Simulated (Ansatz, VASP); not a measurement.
# Two plane-wave programs on AlN

```
Al N
1.0
     3.19250    0.00000    0.00000
    -1.59625    2.76479    0.00000
     0.00000    0.00000    5.01696
Al N
2 2
Direct
  0.33333 0.66667 0.00024
  0.66667 0.33333 0.50024
  0.33333 0.66667 0.38476
  0.66667 0.33333 0.88476
```

Alike in both runs: functional PBE; k mesh 9 × 9 × 6; occupations gaussian, width 0.05 eV; no spin polarisation.

Ansatz relaxed the structure, and its values are those at the end. VASP's run is a single point on that final structure, the one shown.

```csv
,VASP,Ansatz
version,VASP 6.6.1,Ansatz 0.2.0
potentials or method,"VASP PAW PBE potentials, release 64 (Al, N)","scalar-relativistic, plane waves, PAW"
plane-wave cutoff (eV),520,520
valence electrons in the cell,16,16
```

```tsv
	VASP	Ansatz	Ansatz less VASP
gap on the k mesh at the Fermi level (eV)	3.62	3.61	-0.006
least direct gap on the mesh (eV)	3.62	3.61	-0.006
pressure (GPa)	-7.5	-7.3	+0.17
```

The functional is the same, so the differences come from potentials, cutoffs and numerics. Ansatz warned: «stress_scf_threshold_loose».

A hybrid or GW would open this gap; PBE tends to underestimate it.
